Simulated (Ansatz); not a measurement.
# NbAs (I4_1md) in Ansatz: phonons with LDA

Aim: the phonons of NbAs with LDA.

Program: Ansatz 0.2.0. These are calculated values, not measurements. Logs are shortened: lines on timing, memory, paths and dates and some standing lists are left out, and cuts for length are marked.

### 1 The structure

Symmetry: I4_1md, No. 109, tetragonal system. Conventional cell: a = 3.452 Å, b = 3.452 Å, c = 11.680 Å, α = 90.00°, β = 90.00°, γ = 90.00°. Around Nb (site symmetry 2mm) lie 6 As at 2.60 to 2.63 Å. As (site symmetry 2mm) is surrounded by 6 Nb at 2.60 to 2.63 Å.

### 2 Phonons, LDA

Contents of input.yaml:

```yaml
crystal:
  lattice:
    - [-1.72585, 1.72585, 5.84]
    - [1.72585, -1.72585, 5.84]
    - [1.72585, 1.72585, -5.84]
  atoms:
    - { symbol: Nb, position: [0.5, 0.0, 0.5] }
    - { symbol: Nb, position: [0.75, 0.75, 0.0] }
    - { symbol: As, position: [0.916, 0.416, 0.5] }
    - { symbol: As, position: [0.166, 0.166, 0.0] }
hamiltonian:
  xc: lda
  pseudopotentials: { kind: paw }
kpoints:
  mp_grid: { grid: [8, 8, 8] }
scf:
  occupations: { method: fermi_dirac, width: 0.05 }
phonons:
  method: dfpt
```

Potentials or basis: Ansatz PAW.

Run with:

```bash
$ ansatz run input.yaml --threads 2 --pin off --max-ram 5632MiB --backend cpu --events-out ev --progress --plain --runs-dir out
```

Log:

```text
Warning: RAYON_NUM_THREADS=2 ignored (pool sized by the plan → 2); use --threads N
zone centre: on kpoints.mp_grid the ground state, and the responses unless they are solved on pairs of k-points, stand on 95 of the mesh's 512 k-points, reduced under 4 symmetry operations, with k and −k counted as one. Each operation leaves every solved displacement unchanged or reverses it
Engine: ansatz 0.2.0, x86_64-unknown-linux-gnu
Pseudopotentials: kind: paw
Pseudopotential: Nb, paw, valence charge 13, recommended cutoff 420 eV (normal), Nb.paw.azcp
Pseudopotential: As, paw, valence charge 15, recommended cutoff 420 eV (normal), As.paw.azcp
Functional definition: SPW92
  exchange = slater_x
  correlation = pw_c
Crystal: 4 atoms, lattice volume = 69.579 Å³
Basis set: ecut = 420 eV, 1371 PW (Γ), exchange–correlation on 96×96×96 points (8 copies of the dense FFT grid, shifted against one another)
Bands: 34, of which v1, the nominal top of the filled ones, is band 28 counted from 1 (27 counted from 0)
Symmetry: 8 space group operations
k-points: 95 of 512 (irreducible under 4 space group operations, time reversal used)
Non-local potential: Nb, projectors of the file, l = 0: 3, l = 1: 2, l = 2: 2, l = 3: 1
Non-local potential: As, projectors of the file, l = 0: 2, l = 1: 2, l = 2: 3, l = 3: 1
PAW form: soft (Blöchl's): semilocal exchange-correlation on the pseudo side does not see the compensation charge
PAW frozen core: Nb, regenerated for the run's functional, and the local potential with it (the file was generated under x = pbe(κ = 0.804, μ = 0.2195149727645171), c = pbe(β = 0.06672455060314922))
PAW frozen core: As, regenerated for the run's functional, and the local potential with it (the file was generated under x = pbe(κ = 0.804, μ = 0.2195149727645171), c = pbe(β = 0.06672455060314922))
PAW one-centre angular grid: Nb, 590 points (default); XC on 64 Gauss nodes
PAW one-centre angular grid: As, 590 points (default); XC on 64 Gauss nodes
Initial density: superposition of atomic densities (neutral atoms: chi_scale 0, normalization atom), corrected by the library's trained network
Initial wavefunctions: pseudopotential atomic-orbital guess
Functional: x = slater, c = lda
SCF iter   1: F=—  HF=-18435.580889 eV  |F-HF|=—  |Δ(HF+E_count)|=         —  Δρ=1.05e-2  dr2=5.55e-2  ethr=1.77e-3  ⟨swp⟩=5.9  Hψ=13033  notcnv=0
preconditioner: auto → Kerker (q_TF=auto, 2.631 Å⁻¹)  [metal: Δε(μ)=0.021 eV  Ē_g=6.955 eV  σ=0.050 eV  W_gap=0.10  n_scr=24 (ndim 8)  ℏωp=19.9 eV  f_vac=0.000  D(μ)=1.07/eV (n_scr^D=2)]
SCF iter   2: F=—  HF=-18435.570643 eV  |F-HF|=—  |Δ(HF+E_count)|=   1.02e-2  Δρ=5.86e-3  dr2=1.76e-2  ethr=9.90e-5  ⟨swp⟩=1.0  Hψ=3990  notcnv=0
SCF iter   3: F=—  HF=-18435.566380 eV  |F-HF|=—  |Δ(HF+E_count)|=   4.26e-3  Δρ=6.78e-4  dr2=3.01e-4  ethr=3.14e-5  ⟨swp⟩=2.0  Hψ=4297  notcnv=0
SCF iter   4: F=—  HF=-18435.566281 eV  |F-HF|=—  |Δ(HF+E_count)|=   9.82e-5  Δρ=1.30e-4  dr2=1.54e-5  ethr=5.38e-7  ⟨swp⟩=2.0  Hψ=5656  notcnv=0
SCF iter   5: F=—  HF=-18435.566247 eV  |F-HF|=—  |Δ(HF+E_count)|=   3.49e-5  Δρ=8.80e-5  dr2=6.21e-6  ethr=2.75e-8  ⟨swp⟩=2.0  Hψ=5580  notcnv=0
SCF iter   6: F=—  HF=-18435.566246 eV  |F-HF|=—  |Δ(HF+E_count)|=   1.23e-7  Δρ=2.79e-5  dr2=7.49e-7  ethr=1.11e-8  ⟨swp⟩=2.4  Hψ=3864  notcnv=0
SCF iter   7: F=—  HF=-18435.566199 eV  |F-HF|=—  |Δ(HF+E_count)|=   4.72e-5  Δρ=6.36e-6  dr2=3.48e-8  ethr=1.34e-9  ⟨swp⟩=2.1  Hψ=5587  notcnv=0
SCF iter   8: F=—  HF=-18435.566199 eV  |F-HF|=—  |Δ(HF+E_count)|=   8.03e-9  Δρ=9.14e-7  dr2=6.58e-10  ethr=6.22e-11  ⟨swp⟩=2.0  Hψ=5632  notcnv=0
SCF iter   9: F=—  HF=-18435.566199 eV  |F-HF|=—  |Δ(HF+E_count)|=  4.73e-11  Δρ=1.98e-7  dr2=3.92e-11  ethr=1.17e-12  ⟨swp⟩=2.0  Hψ=4132  notcnv=0
SCF iter  10: F=-18435.566199 eV  HF=-18435.566199 eV  |F-HF|=7.28e-12  |Δ(HF+E_count)|=  1.46e-11  Δρ=4.65e-8  dr2=1.76e-12  ethr=1.00e-12  ⟨swp⟩=6.5  Hψ=13195  notcnv=0
the search or the solves at the SCF's close seem to have found levels that the self-consistency loop had missed (the run counts 2). By its estimate they hold under 1e-12 electrons; where the run keeps them, the occupations were computed again with them
SCF 1 converged in 10 iterations: F = -18435.566199 eV  dr2 = 1.76e-12
DFPT response loops at Γ: preconditioner auto → Kerker (q_TF=auto, 2.631 Å⁻¹) (partly filled bands, converged f_vac=0.000); β = 1.00, the filter's whole step (`scf.mixing.beta` (0.50) is not read by the response loops under this deck's `scf.mixing.preconditioner`; to damp them name `kerker` or `kerker_dos`, under which they read `scf.mixing.beta`, and type it under 1.00, their step now; both keys bind the ground state too); Broyden in place of MSR1
SCF converged after 10 iterations
Free energy (F): -18435.566199 eV
Harris-Foulkes:  -18435.566199 eV  (|F-HF|=7.28e-12)
Internal energy: -18435.557194 eV  (E = F + TS)
E sigma→0 (E₀):  -18435.561697 eV
Entropy (-TS):   -0.009005 eV (-2.251 meV/atom)
Fermi energy:    16.007493 eV
--- Per-component energies (eV) ---
  E_band       = -501.005929
  E_kinetic    = 1000.466525
  E_local      = -4359.899290  (includes V_loc(G=0)·N_el)
  E_nonlocal   = -1081.118343
  E_hartree    = 2148.857043
  E_xc         = -509.359430
  E_vxc        = -587.911429  (∫ρ·V_xc dr)
  E_paw        = -9439.253658  (= ΣΔE_a)
  E_vpaw       = 229.742540  (= ΣTr[D̂ρ^β])
  E_aug_tail   = 0.000027  (compensation charges beyond the density's cutoff)
  E_ewald      = -6200.251917
  E_core_change = 5.001849  (= ΣΔE_core)
  E_smearing   = -0.009005  (= −TS)
  E_closure    = 0.000000  (closes the sum)
  Σ components = -18435.566199   (vs F -18435.566199, Δ=0.00e0)
--- Band table (eV; the first three rows and the last of 95) ---
  k-point 0: bands = ["-38.9687", "-38.9398", "-19.5784", "-19.5784", "-19.5612", "-19.5577", "-19.5567", "-19.5552", "-19.5502", "-19.5481", "-19.5481", "-19.5466", "-15.2447", "-15.1322", "-15.1322", "-14.9745", "-14.9745", "-14.9265", "2.7529", "5.0128", "9.8155", "13.1915", "13.7485", "13.7485", "13.9800", "14.3289", "14.6164", "14.6164", "16.7230", "17.2956", "18.4012", "19.0011", "19.0011", "19.6926"]
  k-point 1: bands = ["-38.9640", "-38.9376", "-19.5797", "-19.5773", "-19.5600", "-19.5594", "-19.5579", "-19.5569", "-19.5492", "-19.5480", "-19.5462", "-19.5452", "-15.2294", "-15.1620", "-15.1543", "-15.0052", "-14.9953", "-14.9249", "3.1234", "5.1101", "10.0783", "12.4979", "13.2630", "13.4202", "13.5810", "14.2598", "14.8741", "15.0242", "16.2906", "16.6745", "18.4239", "18.4622", "19.4094", "19.5845"]
  k-point 2: bands = ["-38.9525", "-38.9326", "-19.5830", "-19.5752", "-19.5650", "-19.5618", "-19.5570", "-19.5556", "-19.5477", "-19.5476", "-19.5424", "-19.5418", "-15.2428", "-15.2299", "-15.1515", "-15.0677", "-15.0421", "-14.9326", "4.0110", "5.2459", "10.8073", "11.2342", "11.9948", "12.8421", "12.8945", "14.1357", "15.2314", "15.4245", "16.1518", "17.0235", "17.6816", "18.8245", "19.4856", "19.9976"]
  k-point 94: bands = ["-38.9543", "-38.9543", "-19.5801", "-19.5801", "-19.5585", "-19.5585", "-19.5559", "-19.5559", "-19.5493", "-19.5493", "-19.5463", "-19.5463", "-15.1403", "-15.1403", "-15.0879", "-15.0879", "-14.9662", "-14.9662", "3.6813", "3.6813", "12.0175", "12.0175", "13.3147", "13.3147", "13.4975", "13.4975", "15.4877", "15.4877", "16.9951", "16.9951", "17.9098", "17.9098", "19.1375", "19.1375"]
--- Phonons (Γ-DFPT): 6 representative perturbations + reference, on 95 of 512 k-points (Σ response iterations 18) ---
  k mesh reduced under 4 symmetry operations, with k and −k counted as one. Each operation leaves every solved displacement unchanged or reverses it
  ASR residual: 2.740e-4 → 0.000e0 eV/Å²; symmetrization residual: 2.084e-5 eV/Å²
  ASR residual per site (eV/Å²): 2.74e-4 2.74e-4 8.95e-5 8.95e-5
  Γ frequencies (cm⁻¹): 0.00 0.00 0.00 145.50 145.50 219.88 236.78 236.78 245.11 253.56 253.56 266.99
  non-analytic LO–TO correction: not included (Born effective charges unavailable; polar crystals: no LO–TO splitting at Γ)
```

Wall time 53 s (2 threads of AMD EPYC 9R45 (Zen 5), shared host); peak memory 1.1 GiB.

What came out:

* Free energy: -18435.5662 eV
* Band gap on the k mesh: none (metal or under the smearing width)
* Highest phonon frequency at Γ: 267 cm⁻¹

Levels at points of the mesh, in eV from the Fermi level:
```
              k point  band 26  band 27  band 28  band 29  band 30  band 31
   (0.00, 0.00, 0.00)    -1.68    -1.39    -1.39     0.72     1.29     2.39
  (0.00, 0.00, -0.50)    -2.80    -0.57    -0.57     2.39     2.39     2.69
  (0.00, -0.50, 0.00)    -1.87    -1.41    -0.07     0.04     1.15     2.11
 (0.00, -0.50, -0.50)    -1.87    -1.41    -0.07     0.04     1.15     2.11
(-0.50, -0.50, -0.50)    -2.51    -0.52    -0.52     0.99     0.99     1.90
```

Phonon frequencies in cm⁻¹ (negative: imaginary):
| q point | frequencies |
| --- | --- |
| (0.000, 0.000, 0.000) | 0 0 0 146 146 220 237 237 245 254 254 267 |

Caveat: the PAW data sets come from PBE, with cores solved anew for the run's functional, which leaves a small shift of forces and pressure.
